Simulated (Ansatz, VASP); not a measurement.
# La in VASP and in Ansatz

The input POSCAR:

```
La
1.0
   -2.1222967573      2.1222967573      2.1222967573
    2.1222967573     -2.1222967573      2.1222967573
    2.1222967573      2.1222967573     -2.1222967573
La
1
Direct
    0.0000000000      0.0000000000      0.0000000000
```

File INCAR.step1:

```
SYSTEM = La
PREC = Accurate
ENCUT = 520
ISMEAR = 0
SIGMA = 0.05
LREAL = .False.
LASPH = .True.
NELM = 100
NBANDS = 12
GGA = PE
ALGO = Normal
EDIFF = 1E-4
LWAVE = .True.
LCHARG = .False.
```

File INCAR.step2:

```
SYSTEM = La
PREC = Accurate
ENCUT = 520
EDIFF = 1E-6
ISMEAR = 0
SIGMA = 0.05
LREAL = .False.
LASPH = .True.
NELM = 100
ALGO = Normal
ISIF = 2
LWAVE = .False.
LCHARG = .True.
METAGGA = R2SCAN
LMIXTAU = .True.
LELF = .True.
LVHAR = .True.
NBANDS = 12
ISTART = 1
```

KPOINTS

```
regular mesh
0
Gamma
  14 14 14
  0 0 0
```

Input for Ansatz:

```yaml
crystal:
  lattice:
    - [-2.1222967573, 2.1222967573, 2.1222967573]
    - [2.1222967573, -2.1222967573, 2.1222967573]
    - [2.1222967573, 2.1222967573, -2.1222967573]
  atoms:
    - { symbol: La, position: [0.0, 0.0, 0.0] }
basis:
  ecutwfc: 600
  ecutrho_ratio: 5
kpoints:
  mp_grid: { grid: [14, 14, 14] }
hamiltonian:
  xc: r2scan
scf:
  occupations: { method: gaussian, width: 0.05 }
output:
  forces: true
  stress: true
  eigenvalues: true
```

Alike in both runs: task single point; functional r2SCAN; k mesh 14 × 14 × 14; occupations gaussian, width 0.05 eV; no spin polarisation.

|  | VASP | Ansatz |
| --- | --- | --- |
| version | VASP 6.6.1 | Ansatz 0.2.0 |
| potentials or method | VASP PAW PBE potentials, release 64 (La) | scalar-relativistic, plane waves, PAW |
| plane-wave cutoff (eV) | 520 | 600 |
| valence electrons in the cell | 11 | 11 |

|  | VASP | Ansatz | Ansatz less VASP |
| --- | --- | --- | --- |
| gap on the k mesh at the Fermi level (eV) | none | none | - |
| pressure (GPa) | 0.0 | 0.0 | -0.06 |

A gap of «none» marks a metal or a gap that the smearing closes.

Caveats: the PAW data sets were made with another functional, which shifts forces and pressure a little (VASP). The runs have no spin-orbit coupling, so splittings on La are missing.
